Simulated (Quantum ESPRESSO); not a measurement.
Crystal: Te.

```
Te
1.0
     4.45400    0.00000    0.00000
    -2.22700    3.85728    0.00000
     0.00000    0.00000    5.92400
Te
3
Direct
  0.73100 0.73100 0.00000
  0.00000 0.26900 0.66667
  0.26900 0.00000 0.33333
```

```yaml
Program: Quantum ESPRESSO 7.5
Task: single point
Functional: PBEsol
Potentials_or_basis: GBRV 1.5 PBEsol
Cutoff: 612 eV
Density_cutoff: 4898 eV
k_mesh: 7 × 7 × 5
Occupations: fermi-dirac, width 0.05 eV
Spin: no spin polarisation
```

On this cell: pressure -1.0 GPa; largest force 0.196 eV/Å; band gap on the k mesh 0.58 eV, indirect (least direct gap 0.77 eV).

The same run follows on a disturbed copy (atoms moved at random, drawn with an rms of 0.05 Å):

```
Te
1.0
     4.45400    0.00000    0.00000
    -2.22700    3.85728    0.00000
     0.00000    0.00000    5.92400
Te
3
Direct
  0.72636 0.72628 0.99901
  0.00652 0.27843 0.67379
  0.27379 0.01099 0.33305
```

Q: What does the disturbed cell give?

A: The energy moves by -0.2 meV/atom; pressure -1.3 GPa; largest force 0.226 eV/Å; band gap on the k mesh 0.44 eV, indirect (least direct gap 0.69 eV).

Forces in eV/Å, atoms in the order of the input:
```
Te  -0.052 -0.038  0.124
Te  -0.088  0.101 -0.182
Te   0.140 -0.063  0.058
```

Stress tensor (GPa, compression positive):
```
-1.36 -0.11 -0.04
-0.11 -1.41 -0.15
-0.04 -0.15 -1.17
```

Caveats: spin-orbit coupling is left out, which moves the levels of the heavy elements; an odd mesh through Γ misses points on the zone boundary, where band edges often lie.
